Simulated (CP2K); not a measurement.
## GaAs in CP2K: the effect of functional

GaAs:

```
Ga As
1.0
     3.81256    0.00000    0.00000
     1.90628    3.30178    0.00000
     1.90628    1.10059    3.11295
Ga As
1 1
Direct
  0.00000 0.00000 0.00000
  0.50000 0.50000 0.50000
```

The cell was built by a generator and needn't be a form met in nature.

Alike in all runs:

```yaml
Program: CP2K 2026.2
Potentials_or_basis: POTENTIAL_UZH Ga GTH-PBE-q13, As GTH-PBE-q5; TZVP-MOLOPT-PBE-GTH basis
Density_cutoff: 9184 eV
k_mesh: 9 × 9 × 9
Occupations: fermi-dirac, width 0.05 eV
Spin: no spin polarisation
```

```csv
functional,pressure (GPa)
PBE,0.7
LDA,-2.9
PBEsol,?
PW91,1.0
RPBE,1.9
HLE16,-13.7
MS2,-1.4
```

What does the run with functional PBEsol give?

Pressure -2.1 GPa.

Caveats: the basis of atomic orbitals isn't converged, which shifts pressures, moduli and gaps; the potentials were made for another functional, which shifts forces and pressure (some runs); the potentials were made for a functional far from this one (some runs).
